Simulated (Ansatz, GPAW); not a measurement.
Given: the input of a run of Ansatz 0.2.0 on PbF2 (Fluorocronite). 

File input.yaml:

```yaml
crystal:
  lattice:
    - [0.0, 2.96366, 2.96366]
    - [2.96366, 0.0, 2.96366]
    - [2.96366, 2.96366, 0.0]
  atoms:
    - { symbol: Pb, position: [0.0, 0.0, 0.0] }
    - { symbol: F, position: [0.75, 0.75, 0.75] }
    - { symbol: F, position: [0.25, 0.25, 0.25] }
hamiltonian:
  xc: pbesol
  pseudopotentials: { kind: paw }
kpoints:
  mp_grid: { grid: [8, 8, 8] }
scf:
  occupations: { method: fermi_dirac, width: 0.05 }
output:
  forces: true
  stress: true
  eigenvalues: true
```

Potentials or basis: Ansatz PAW.

Launch:

```bash
$ ansatz run input.yaml --threads 1 --pin off --max-ram 3584MiB --backend cpu --events-out ev --progress --plain --runs-dir out
```

Task: Set up the same calculation for GPAW 26.7.0 (ASE script). Potentials or basis there: PAW data sets generated for this functional, cutoff 800 eV.

Result: As run (cutoffs and basis follow the program's own potentials, and thresholds, step limits or extra output files can differ):

run.py

```python
from ase import Atoms
from ase.dft.bandgap import bandgap
from ase.io import write
from ase.units import GPa
from gpaw import GPAW, PW, setup_paths

setup_paths.insert(0, '.')

atoms = Atoms(['Pb', 'F', 'F'],
              cell=[[0.0, 2.96366, 2.96366],
                    [2.96366, 0.0, 2.96366],
                    [2.96366, 2.96366, 0.0]],
              scaled_positions=[[0.0, 0.0, 0.0],
                                [0.75, 0.75, 0.75],
                                [0.25, 0.25, 0.25]],
              pbc=True)

calc = GPAW(mode=PW(800),
            xc='PBEsol',
            kpts={'size': (8, 8, 8), 'gamma': True},
            occupations={'name': 'fermi-dirac', 'width': 0.05},
            nbands=25,
            convergence={'density': 1e-05, 'energy': 1e-05},
            maxiter=150,
            txt='gpaw.txt')
atoms.calc = calc
energy = atoms.get_potential_energy()
forces = atoms.get_forces()
stress = atoms.get_stress()
calc.write('gs.gpw')
write('result.traj', atoms)
print(f'Energy: {energy:.6f} eV')
print('Forces (eV/A):')
print(forces.round(4))
print('Stress (GPa):', (stress / GPa).round(3))
print('Fermi level:', round(calc.get_fermi_level(), 4), 'eV')
print(f'Gap: {bandgap(calc)[0]:.4f} eV, direct: {bandgap(calc, direct=True)[0]:.4f} eV')
```

Potentials or basis: PAW data sets generated in the run's folder for this functional, pw.

Command:

```sh
$ gpaw-setup -f PBEsol F Pb
$ OMP_NUM_THREADS=1 python run.py
```

Both were run:

|  | Ansatz | GPAW |
| --- | --- | --- |
| Pressure | -1.1 GPa | -2.5 GPa |

Ansatz's pressure holds a Pulay term of +0.51 GPa for its cutoff of 420 eV, which the other run lacks.

Ansatz's potentials were made for PBE.

Where Ansatz's input types no cutoff or centring, it takes its own default and a Γ-centred mesh.

Pressure is positive in compression.
